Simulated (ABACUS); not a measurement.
Runs of ABACUS 3.10.1 on SiC (Moissanite). Symmetry: P6_3mc, No. 186, hexagonal system. Conventional cell: a = 3.076 Å, b = 3.076 Å, c = 5.048 Å, α = 90.00°, β = 90.00°, γ = 120.00°. Si (site symmetry 3m) is surrounded by 4 C at 1.87 to 1.94 Å. C (site symmetry 3m) has 4 Si at 1.87 to 1.94 Å as nearest neighbours. 

```csv
task,potentials or basis,k mesh,cutoff (eV),SCF threshold on the density,eigensolver,symmetry key,path,points for each segment of the path,gap on the mesh (eV),pressure (GPa),V0 of scaled cells (Å³/atom),B0 (GPa),largest force (eV/Å)
single point,"PseudoDojo NC SR 0.4.1 PBE standard, DZP LCAO (the cutoffs set its grid)",9 × 9 × 5,1361,1e-07,genelpa,1,-,-,2.33,7.6,-,-,0.82
equation of state,"PseudoDojo NC SR 0.4.1 PBE standard, DZP LCAO (the cutoffs set its grid)",9 × 9 × 5,1361,1e-07,genelpa,1,-,-,-,-,(b),200,-
equation of state,"PseudoDojo NC SR 0.4.1 PBE standard, plane waves",8 × 8 × 4,1116,1e-08,dav,1,-,-,-,-,10.52,212,-
single point,"PseudoDojo NC SR 0.4.1 PBE standard, plane waves",8 × 8 × 4,1116,1e-08,dav,1,-,-,(a),3.7,-,-,0.76
```

Alike in all rows: level PBE; no spin polarisation; cell as given; smearing fermi-dirac 0.05 eV.

**Question.** Estimate the missing entries.

**Answer.** (a) 2.59; (b) 10.72.

Caveats: the atomic orbitals were generated for these runs and aren't a published set (some runs); the basis of atomic orbitals isn't converged, which shifts pressures, moduli and gaps (some runs); the cell was scaled at fixed shape and fractional positions, which overstates the stiffness of a crystal with free parameters, most of all of layers and chains (some runs); an odd mesh through Γ misses points on the zone boundary, where band edges often lie (some runs).
